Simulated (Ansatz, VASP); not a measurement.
# Re: VASP beside Ansatz

INCAR

```
SYSTEM = Re
ALGO = Normal
EDIFF = 1E-7
ENCUT = 520
GGA = PE
ISIF = 2
ISMEAR = -1
LASPH = .TRUE.
LCHARG = .TRUE.
LELF = .TRUE.
LREAL = .FALSE.
LVHAR = .TRUE.
LWAVE = .FALSE.
NBANDS = 14
NELM = 60
PREC = Accurate
SIGMA = 0.05
```

File KPOINTS:

```
k-points
0
G
  18 18 10
  0 0 0
```

File POSCAR:

```
Re
1.0
    2.6201393302      0.0000000000      0.0000000000
   -1.3100696651      2.2691072214      0.0000000000
    0.0000000000      0.0000000000      4.1895637172
Re
2
Direct
    0.3333333333      0.6666666667      0.2500000000
    0.6666666667      0.3333333333      0.7500000000
```

Input for Ansatz:

```yaml
crystal:
  lattice:
    - [2.6201393302, 0.0, 0.0]
    - [-1.3100696651, 2.2691072214, 0.0]
    - [0.0, 0.0, 4.1895637172]
  atoms:
    - { symbol: Re, position: [0.3333333333, 0.6666666667, 0.25] }
    - { symbol: Re, position: [0.6666666667, 0.3333333333, 0.75] }
kpoints:
  mp_grid: { grid: [18, 18, 10] }
scf:
  occupations: { method: fermi_dirac, width: 0.05 }
hamiltonian:
  xc: pbe
  pseudopotentials: { kind: all_electron, lapw: { basis_error: 0.00025 } }
output:
  forces: true
  stress: true
  eigenvalues: true
```

Change from the starting cell: volume scaled by 1.02.

Alike in both runs: task single point; functional PBE; k mesh 18 × 18 × 10; occupations fermi-dirac, width 0.05 eV; no spin polarisation.

```csv
,VASP,Ansatz
version,VASP 6.6.1,Ansatz 0.2.0
potentials or method,"VASP PAW PBE potentials, release 64 (Re)","all-electron LAPW, scalar-relativistic"
plane-wave cutoff (eV),520,see its input
```

VASP gave:

- pressure (GPa): 101.0
- largest component of the traceless stress (GPa): 5.44

Q: Estimate Ansatz's values.

A: Pressure (GPa): 98.9; largest component of the traceless stress (GPa): 5.58.

Ansatz ran all-electron here, so the differences hold the error of VASP's frozen core and of both bases.

Caveats: the cell as given lies far from equilibrium; so large a pressure means that the cell lies far from this level's equilibrium, or that cutoff or potentials fall short (VASP). Spin-orbit coupling is left out, which matters for the levels of Re.
